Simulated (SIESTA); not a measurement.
Wanted: the native input for a SIESTA 5.4.2 run.

| Item | Value |
| --- | --- |
| Task | band structure |
| Functional | OLYP |
| Potentials or basis | PseudoDojo 0.4 standard (PBE files, fully relativistic) |
| Basis | DZP (energy shift 0.002 Ry; radii capped at 9.5 bohr) |
| Grid cutoff | 800 Ry |
| Energy shift | 0.002 Ry |
| k mesh | 9 × 9 × 9 |
| Occupations | fermi-dirac, width 0.05 eV |
| Spin | non-collinear spin, ferromagnetic start, spin-orbit coupling |
| Starting moments | [[1.0, 0.0, 0.0], [0.0, 0.0, 0.0], [0.0, 0.0, 0.0]] μB |

The system is Si2Mo.

```xyz
3
Lattice="-1.6000 1.6000 3.9305 1.6000 -1.6000 3.9305 1.6000 1.6000 -3.9305" Properties=species:S:1:pos:R:3 pbc="T T T"
Mo    0.0000    0.0000    0.0000
Si    0.0000    0.0000    5.2433
Si    0.0000    0.0000    2.6177
```

One way to write it, as run:

Si2Mo.fdf

```
SystemName                      Si2Mo
SystemLabel                     Si2Mo
NumberOfSpecies                 2
NumberOfAtoms                   3
%block ChemicalSpeciesLabel
  1  42 Mo
  2  14 Si
%endblock ChemicalSpeciesLabel

LatticeConstant                 1.0 Ang
%block LatticeVectors
    -1.6000000000     1.6000000000     3.9305000000
     1.6000000000    -1.6000000000     3.9305000000
     1.6000000000     1.6000000000    -3.9305000000
%endblock LatticeVectors
AtomicCoordinatesFormat         Fractional
%block AtomicCoordinatesAndAtomicSpecies
     0.0000000000     0.0000000000     0.0000000000  1  Mo
     0.6670000000     0.6670000000     0.0000000000  2  Si
     0.3330000000     0.3330000000     0.0000000000  2  Si
%endblock AtomicCoordinatesAndAtomicSpecies

%block kgrid.MonkhorstPack
    9   0   0  0.0
    0   9   0  0.0
    0   0   9  0.0
%endblock kgrid.MonkhorstPack
%block XC.Mix
  2
  GGA LIBXC-00-GGA_X_OPTX 1.0 0.0
  GGA LIBXC-00-GGA_C_LYP 0.0 1.0
%endblock XC.Mix
PAO.BasisSize                   DZP
PAO.EnergyShift                 0.002 Ry
Mesh.Cutoff                     800 Ry
Spin                            spin-orbit
%block DM.InitSpin
    1   1.000    90.00     0.00
    2   0.000     0.00     0.00
    3   0.000     0.00     0.00
%endblock DM.InitSpin
WriteOrbMom                     true
OccupationFunction              FD
ElectronicTemperature           0.05 eV
MaxSCFIterations                200
SCF.MustConverge                false
SCF.Mixer.Method                Pulay
SCF.Mixer.Weight                0.1
SCF.Mixer.History               10
SCF.DM.Tolerance                5.0e-05
SCF.H.Tolerance                 1.0e-03 eV
WriteForces                     true
Charge.Mulliken                 end
Charge.Hirshfeld                end
Charge.Voronoi                  end
SaveRho                         true
SaveElectrostaticPotential      true
BandLinesScale                  ReciprocalLatticeVectors
%block BandLines
    1    0.000000   0.000000   0.000000  \Gamma
   13   -0.500000   0.500000   0.000000  X
    2   -0.500000   0.500000  -0.082854  Y
    8   -0.291427   0.291427  -0.291427  S
   11    0.000000   0.000000   0.000000  \Gamma
    8    0.500000   0.500000  -0.500000  Z
    8    0.291427   0.708573  -0.708573  S1
    4    0.000000   0.500000  -0.500000  N
    9   -0.250000   0.750000  -0.250000  P
    4    0.082854   0.917146  -0.500000  Y1
   11    0.500000   0.500000  -0.500000  Z
    1   -0.500000   0.500000   0.000000  X
    4   -0.250000   0.750000  -0.250000  P
%endblock BandLines
%block PAO.Basis
  Mo 5
  n=4 0 1
    3.320
  n=5 0 2
    9.500 0.000
  n=4 1 1
    3.835
  n=5 1 1
    9.500
  n=4 2 2
    6.996 0.000
%endblock PAO.Basis
```

Potentials or basis: PseudoDojo 0.4 standard (PBE files, fully relativistic), DZP (energy shift 0.002 Ry; radii capped at 9.5 bohr).

Launch:

```console
$ siesta Si2Mo.fdf > Si2Mo.out 2>&1
```

It gave:

```json
{"Pressure": "-3.1 GPa", "Largest force": "0.298 eV/Å", "Band gap on the k mesh": "none (metal or under the smearing width)", "Net moment": "0.00 μB per cell", "Hirshfeld charges": "Mo +0.21; Si -0.10 e", "Voronoi charges": "Mo +0.25; Si -0.13 e"}
```

Caveat: Mulliken charges of long-ranged orbitals can have an unphysical sign; semicore shells carry a single zeta, which can move pressures by several GPa and volumes by a few percent; the potentials were made for another functional, which shifts forces and pressure; the basis of atomic orbitals isn't converged, which shifts pressures, moduli and gaps.

It took 14 min on 1 thread of Arm Neoverse V2, on a shared host, peak memory 0.72 GiB.
